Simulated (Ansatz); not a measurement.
# Relaxing TaSi2

All numbers below come from DFT r2SCAN, scalar-relativistic, plane waves, PAW (Ansatz). Settings: 500 eV cutoff, 12×12×6 k-mesh, Gaussian smearing of 0.10 eV, no spin polarisation.

What was changed: biaxial strain in the a-b plane, c and atoms relaxed: -2.0 %.

Spin–orbit coupling is left out, which can shift energies with elements as heavy as these.

Command:

```bash
ansatz run input.yaml --threads 2 --pin off --max-ram 5120MiB --backend cpu --events-out ev --progress --plain --runs-dir out
```

Input:

```yaml
crystal:
  lattice:
    - [4.684368187, 0.0, 0.0]
    - [-2.3421840935, 4.0567818506, 0.0]
    - [0.0, 0.0, 6.6334124635]
  atoms:
    - { symbol: Ta, position: [0.5, 0.0, 0.0] }
    - { symbol: Ta, position: [0.5, 0.5, 0.6666666667] }
    - { symbol: Ta, position: [0.0, 0.5, 0.3333333333] }
    - { symbol: Si, position: [0.1582725698, 0.3165451396, 0.0] }
    - { symbol: Si, position: [0.8417274302, 0.1582725698, 0.6666666667] }
    - { symbol: Si, position: [0.6834548604, 0.8417274302, 0.3333333333] }
    - { symbol: Si, position: [0.8417274302, 0.6834548604, 0.0] }
    - { symbol: Si, position: [0.1582725698, 0.8417274302, 0.6666666667] }
    - { symbol: Si, position: [0.3165451396, 0.1582725698, 0.3333333333] }
basis:
  ecutwfc: 500
kpoints:
  mp_grid: { grid: [12, 12, 6] }
hamiltonian:
  xc: r2scan
scf:
  occupations: { method: gaussian, width: 0.1 }
output:
  forces: true
  stress: true
  eigenvalues: true
relax:
  adjacent_minimum: "off"
  f_tol: 0.008
  max_steps: 40
  cell: { stress_tol: 0.015, fix: [a, b, gamma] }
```

F is the free energy. Steps run on the plane waves of an earlier cell, but the last one, and at times one on the way, on a freshly chosen basis, so a repeated geometry can differ a little in energy. The held parts of the cell keep their stress, so P needn't end at zero.

Steps:

| step | F − F(1) (eV) | largest force component (eV/Å) | V (Å³/atom) | P (GPa) |
| --- | --- | --- | --- | --- |
| 1 | 0.0000 | 0.141 | 14.006 | 5.31 |
| 2 | -0.0051 | 0.013 | 13.938 | 6.43 |
| 3 | -0.0056 | 0.004 | 13.962 | 6.02 |
| 4 | -0.0057 | 0.000 | 13.963 | 6.00 |
| 5 | -0.0056 | 0.000 | 13.963 | 6.00 |

Relaxed structure:

```
CELL_PARAMETERS angstrom
4.68437 0.00000 0.00000
-2.34218 4.05678 0.00000
0.00000 0.00000 6.61294
ATOMIC_POSITIONS crystal
Ta 0.50000 0.00000 0.00000
Ta 0.50000 0.50000 0.66667
Ta 0.00000 0.50000 0.33333
Si 0.15929 0.31859 0.00000
Si 0.84071 0.15929 0.66667
Si 0.68141 0.84071 0.33333
Si 0.84071 0.68141 0.00000
Si 0.15929 0.84071 0.66667
Si 0.31859 0.15929 0.33333
```

Symmetry: P6_422, No. 181, hexagonal system. Conventional cell: a = 4.684 Å, b = 4.684 Å, c = 6.613 Å, α = 90.00°, β = 90.00°, γ = 120.00°. Ta (site symmetry 222) is surrounded by 10 Si at 2.60 to 2.76 Å. Si (site symmetry 2) has 5 Si at 2.56 to 2.77 Å and 5 Ta at 2.60 to 2.76 Å as nearest neighbours.

The run converged. The run took 6.4 min on 2 threads of AMD EPYC (Zen 3) (shared host), peak memory 0.87 GiB.